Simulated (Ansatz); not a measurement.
Input of an Ansatz 0.2.0 run:

Contents of input.yaml:

```yaml
crystal:
  lattice:
    - [0.0, 1.9156, 1.9156]
    - [1.9156, 0.0, 1.9156]
    - [1.9156, 1.9156, 0.0]
  atoms:
    - { symbol: Ir, position: [0.0, 0.0, 0.0] }
hamiltonian:
  xc: pbe
  pseudopotentials: { kind: paw }
  dispersion: d4
kpoints:
  mp_grid: { grid: [12, 12, 12] }
scf:
  occupations: { method: fermi_dirac, width: 0.05 }
output:
  forces: true
  stress: true
  eigenvalues: true
relax:
  f_tol: 0.01
  max_steps: 40
  cell: { stress_tol: 0.05 }
```

Potentials or basis: Ansatz PAW.

Command:

```console
$ ansatz run input.yaml --threads 2 --pin off --max-ram 5632MiB --backend cpu --events-out ev --progress --plain --runs-dir out
```

Question: What does it give for the relaxed cell?

Answer: a = 2.713 Å, b = 2.713 Å, c = 2.713 Å, α = 60.00°, β = 60.00°, γ = 60.00°.

Question: Estimate the space group after relaxing (to 0.05 Å).

Answer: Fm-3m (No. 225).

Question: Estimate the band gap on the k mesh.

Answer: None (metal or under the smearing width).

Final structure:
```xyz
1
Lattice="0.0000 1.9183 1.9183 1.9183 0.0000 1.9183 1.9183 1.9183 0.0000" Properties=species:S:1:pos:R:3 pbc="T T T"
Ir    0.0000    0.0000    0.0000
```

 Zero-point motion and thermal expansion aren't in these numbers.
